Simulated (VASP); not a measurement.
# InAs (F-43m) in VASP: notebook, part 2 of 2

VASP 6.6.1.

## Step 3: Relaxation of cell and atoms, PBE

This run uses another cell than the first one, of 29.62 Å³/atom, 1.077 times its volume.

File INCAR:

```
  PREC = Accurate
  ENCUT = 520
  EDIFF = 1E-7
  ISMEAR = 0
  SIGMA = 0.02
  LREAL = F
  LASPH = T
  NELM = 80
  ALGO = Normal
  ISIF = 3
  LWAVE = F
  LCHARG = F
  GGA = PE
  IBRION = 2
  NSW = 80
  EDIFFG = -0.002
```

File KPOINTS:

```
Automatic mesh
0
Gamma
  12 12 12
```

File POSCAR:

```
InAs                                    
1.0
    0.0000000000      3.0939962193      3.0939962193
    3.0939962193     -0.0000000000      3.0939962193
    3.0939962193      3.0939962193      0.0000000000
  In              As            
     1     1
Direct
     0.0000000000000000    0.0000000000000000    0.0000000000000000
     0.2500000000000000    0.2500000000000000    0.2500000000000000
```

Potentials or basis: VASP PAW PBE potentials, release 64 (In_d, As).

Run with:

```
cat potpaw_PBE.64/In_d/POTCAR potpaw_PBE.64/As/POTCAR > POTCAR
mpirun -np 1 vasp_std > vasp.out
```

OUTCAR:

```text
PREC = Accurate
   ENCUT = 520
   EDIFF = 1E-7
   ISMEAR = 0
   LREAL = F
   LASPH = T
   NELM = 80
   ISIF = 3
   GGA = PE
   IBRION = 2
   NSW = 80
   EDIFFG = -0.002

 ion  position               nearest neighbor table
   1  0.000  0.000  0.000-   2 2.68   2 2.68   2 2.68   2 2.68
   2  0.250  0.250  0.250-   1 2.68   1 2.68   1 2.68   1 2.68

  LATTYP: Found a face centered cubic cell.
 ALAT       =     6.1879924386

  Lattice vectors:

 A1 = (   0.0000000000,   3.0939962193,   3.0939962193)
 A2 = (   3.0939962193,   0.0000000000,   3.0939962193)
 A3 = (   3.0939962193,   3.0939962193,   0.0000000000)

Analysis of symmetry for initial positions (statically):
=====================================================================
 Subroutine PRICEL returns:
 Original cell was already a primitive cell.

 Routine SETGRP: Setting up the symmetry group for a
 face centered cubic supercell.

 Subroutine GETGRP returns: Found 24 space group operations
 (whereof 24 operations were pure point group operations)
 out of a pool of 48 trial point group operations.

The static configuration has the point symmetry T_d .

Analysis of symmetry for dynamics (positions and initial velocities):
=====================================================================
 Subroutine PRICEL returns:
 Original cell was already a primitive cell.

 Routine SETGRP: Setting up the symmetry group for a
 face centered cubic supercell.

 Subroutine GETGRP returns: Found 24 space group operations
 (whereof 24 operations were pure point group operations)
 out of a pool of 48 trial point group operations.

The dynamic configuration has the point symmetry T_d .

 Subroutine INISYM returns: Found 24 space group operations
 (whereof 24 operations are pure point group operations),
 and found     1 'primitive' translations

----------------------------------------------------------------------------------------

                                     Primitive cell

  volume of cell :      59.2365

  direct lattice vectors                    reciprocal lattice vectors
     0.000000000  3.093996219  3.093996219    -0.161603300  0.161603300  0.161603300
     3.093996219  0.000000000  3.093996219     0.161603300 -0.161603300  0.161603300
     3.093996219  3.093996219  0.000000000     0.161603300  0.161603300 -0.161603300

  length of vectors
     4.375571415  4.375571415  4.375571415     0.279905127  0.279905127  0.279905127

  position of ions in fractional coordinates (direct lattice)
     0.000000000  0.000000000  0.000000000
     0.250000000  0.250000000  0.250000000

  ion indices of the primitive-cell ions
   primitive index   ion index
                 1           1
                 2           2

----------------------------------------------------------------------------------------

 KPOINTS: Automatic mesh

Automatic generation of k-mesh.
 Grid dimensions read from file:
 generate k-points for:   12   12   12

 Generating k-lattice:

  Cartesian coordinates                     Fractional coordinates (reciprocal lattice)
    -0.013466942  0.013466942  0.013466942     0.083333333  0.000000000  0.000000000
     0.013466942 -0.013466942  0.013466942     0.000000000  0.083333333  0.000000000
     0.013466942  0.013466942 -0.013466942     0.000000000  0.000000000  0.083333333

  Length of vectors
     0.023325427  0.023325427  0.023325427

  Shift w.r.t. Gamma in fractional coordinates (k-lattice)
     0.000000000  0.000000000  0.000000000

 Subroutine IBZKPT returns following result:
 ===========================================

 Found     72 irreducible k-points:

 Following reciprocal coordinates:
            Coordinates               Weight
  0.000000  0.000000  0.000000      1.000000
  0.083333  0.000000  0.000000      8.000000
  0.166667  0.000000  0.000000      8.000000
  0.250000  0.000000  0.000000      8.000000
  0.333333  0.000000  0.000000      8.000000
  0.416667  0.000000  0.000000      8.000000
[... 16 lines left out ...]
  0.500000  0.166667  0.000000     24.000000
 -0.416667  0.166667  0.000000     24.000000
 [... further k-points ...]
   k-points           NKPTS =     72   k-points in BZ     NKDIM =     72   number of bands    NBANDS=     13
   number of dos      NEDOS =    301   number of ions     NIONS =      2
   total plane-waves  NPLWV =  46656
   dimension x,y,z NGX =    36 NGY =   36 NGZ =   36
   dimension x,y,z NGXF=    72 NGYF=   72 NGZF=   72
   ions per type =               1   1
   NGX,Y,Z   is equivalent  to a cutoff of  13.68, 13.68, 13.68 a.u.
   NGXF,Y,Z  is equivalent  to a cutoff of  27.36, 27.36, 27.36 a.u.
 SYSTEM =  unknown system
   PREC   = accura    normal or accurate (medium, high low for compatibility)
   ISTART =      0    job   : 0-new  1-cont  2-samecut
   ICHARG =      2    charge: 1-file 2-atom 10-const
   ISPIN  =      1    spin polarized calculation?
   LNONCOLLINEAR =      F non collinear calculations
   LSORBIT =      F    spin-orbit coupling
   LASPH  =      T    aspherical Exc in radial PAW
   ENCUT  =  520.0 eV  38.22 Ry    6.18 a.u.   8.14  8.14  8.14*2*pi/ulx,y,z
   NELM   =     80;   NELMIN=  2; NELMDL= -5     # of ELM steps
   EDIFF  = 0.1E-06   stopping-criterion for ELM
   LREAL  =      F    real-space projection
   EDIFFG = -.2E-02   stopping-criterion for IOM
   NSW    =     80    number of steps for IOM
   IBRION =      2    ionic relax: 0-MD 1-quasi-New 2-CG
   NFREE  =      1    steps in history (QN), initial steepest desc. (CG)
   ISIF   =      3    stress and relaxation
   ISYM   =      2    0-nonsym 1-usesym 2-fastsym
   POTIM  = 0.5000    time-step for ionic-motion
   TEBEG  =    0.0;   TEEND  =   0.0 temperature during run
   PSTRESS=    0.0 pullay stress
   NELECT =      18.0000    total number of electrons
   NUPDOWN=      -1.0000    fix difference up-down
   EMIN   =  10.00;   EMAX   =-10.00  energy-range for DOS
   EFERMI =   0.00;   METHOD = LEGACY
   ISMEAR =     0;   SIGMA  =   0.02  broadening in eV -4-tet -1-fermi 0-gaus
   EFERMI_NEDOS =   21; number of points for ismear=-14 and -15
   IALGO  =     38    algorithm
   IMIX   =      4    mixing-type and parameters
     AMIX     =   0.40;   BMIX     =  1.00
     AMIX_MAG =   1.60;   BMIX_MAG =  1.00
  volume/ion in A,a.u.               =      29.62       199.87
  Fermi-wavevector in a.u.,A,eV,Ry     =   1.100616  2.079863 16.481498  1.211356
  Thomas-Fermi vector in A             =   2.237030
   LORBIT       =      0    0 simple, 1 ext, 2 COOP (PROOUT), +10 PAW based schemes
   GGA     = PE    functional components
   LHFCALC =     F    Hartree Fock is set to
   AEXX    =    0.0000 exact exchange contribution
   IVDW    =     0    specifies the selected vdW correction
   LEPSILON=     F    determine dielectric tensor
   LRPA    =     F    only Hartree local field effects (RPA)
 conjugate gradient relaxation of ions
 non-spin polarized calculation
 Gauss-broadening in eV      SIGMA  =   0.02
  energy-cutoff  :      520.00
  volume of cell :       59.24
 maximum number of plane-waves:      1639
 NGX is ok and might be reduce to    36
   NGX = 17   NGY = 17   NGZ = 17

 number of electron      17.9999997 magnetization

 Free energy of the ion-electron system (eV)
  ---------------------------------------------------
  ext. energy  EPLUGINS =         0.00000000
  ---------------------------------------------------
  free energy    TOTEN  =        -7.71965529 eV

  energy without entropy =       -7.71963743  energy(sigma->0) =       -7.71964636

 E-fermi :   3.8402     XC(G=0):  -8.7931

 val. band max:        3.8341279273   @ k =   0.0000   0.0000   0.0000
 cond. band min:       4.4570935784   @ k =   0.0833   0.0000   0.0000
 fundamental gap:      0.6229656511
 Fermi energy:         3.8402192444

 k-point     1 :       0.0000    0.0000    0.0000
  band No.  band energies     occupation
      1     -10.4318      2.00000
      2     -10.4318      2.00000
      3     -10.4318      2.00000
      4     -10.3323      2.00000
      5     -10.3323      2.00000
      6      -7.6032      2.00000
      7       3.2883      2.00000
      8       3.8341      1.33334
      9       3.8341      1.33334
     10       3.8341      1.33333
     11       7.7071      0.00000
     12       7.7071      0.00000
     13       7.7071      0.00000
[... 354 lines left out ...]
  band No.  band energies     occupation
      1     -10.5318      2.00000
      2     -10.4020      2.00000
      3     -10.3977      2.00000
      4     -10.3314      2.00000
      5     -10.3272      2.00000
      6      -6.2076      2.00000
      7      -1.4935      2.00000
      8       1.6415      2.00000
      9       2.6936      2.00000
     10       5.8892      0.00000
     11       8.1464      0.00000
     12       9.1427      0.00000
     13      10.5114      0.00000

 [... further k-points ...]
[... 5 lines left out ...]
  --------------------------------------------------------------------------------------
  -------------------------------------------------------------------------------------
  Total        0.0027477      0.0027477      0.0027477     -0.0000000     -0.0000000     -0.0000000
  in kB        0.0743185      0.0743185      0.0743185     -0.0000000     -0.0000000     -0.0000000
  external PRESSURE =       0.0743185 kB  Pullay stress =       0.0000000 kB

 VOLUME and BASIS-vectors are now :
 -----------------------------------------------------------------------------
  energy-cutoff  :      520.00
  volume of cell :       59.24
      direct lattice vectors                 reciprocal lattice vectors
     0.000000000  3.093996219  3.093996219    -0.161603300  0.161603300  0.161603300
     3.093996219  0.000000000  3.093996219     0.161603300 -0.161603300  0.161603300
     3.093996219  3.093996219  0.000000000     0.161603300  0.161603300 -0.161603300

 POSITION                                       TOTAL-FORCE (eV/Angst)
 -----------------------------------------------------------------------------------
      0.00000      0.00000      0.00000        -0.000000     -0.000000     -0.000000
      1.54700      1.54700      1.54700         0.000000      0.000000      0.000000
 -----------------------------------------------------------------------------------
    total drift:                               -0.000000     -0.000000     -0.000000

  FREE ENERGIE OF THE ION-ELECTRON SYSTEM (eV)
  ---------------------------------------------------
  free  energy   TOTEN  =        -7.7196552861 eV

  energy  without entropy=       -7.7196374317  energy(sigma->0) =       -7.71964636

 reached required accuracy - stopping structural energy minimisation
```

CONTCAR:

```text
InAs
   1.00000000000000
     0.0000000000000000    3.0939962193000001    3.0939962193000001
     3.0939962193000001    0.0000000000000000    3.0939962193000001
     3.0939962193000001    3.0939962193000001    0.0000000000000000
  In              As
     1     1
Direct
     0.0000000000000000    0.0000000000000000    0.0000000000000000
     0.2500000000000000    0.2500000000000000    0.2500000000000000

  0.00000000E+00  0.00000000E+00  0.00000000E+00
  0.00000000E+00  0.00000000E+00  0.00000000E+00
```

It took 30 s on 1 thread of Intel Xeon 6975P-C (Granite Rapids), shared host; peak memory 0.24 GiB.

What came out:

- Free energy: -7.7197 eV
- Pressure after relaxing: 0.0 GPa
- Band gap on the k mesh: none (metal or under the smearing width)

Final structure:
```yaml
crystal:
  lattice:
    - [0.00000, 3.09400, 3.09400]
    - [3.09400, 0.00000, 3.09400]
    - [3.09400, 3.09400, 0.00000]
  atoms:
    - { symbol: In, position: [0.00000, 0.00000, 0.00000] }
    - { symbol: As, position: [0.25000, 0.25000, 0.25000] }
```

Caveat: the relaxation stopped at its first step, so nothing moved; this crystal is a semiconductor, whose small gap the functional closes, so the metal is an error of the method.
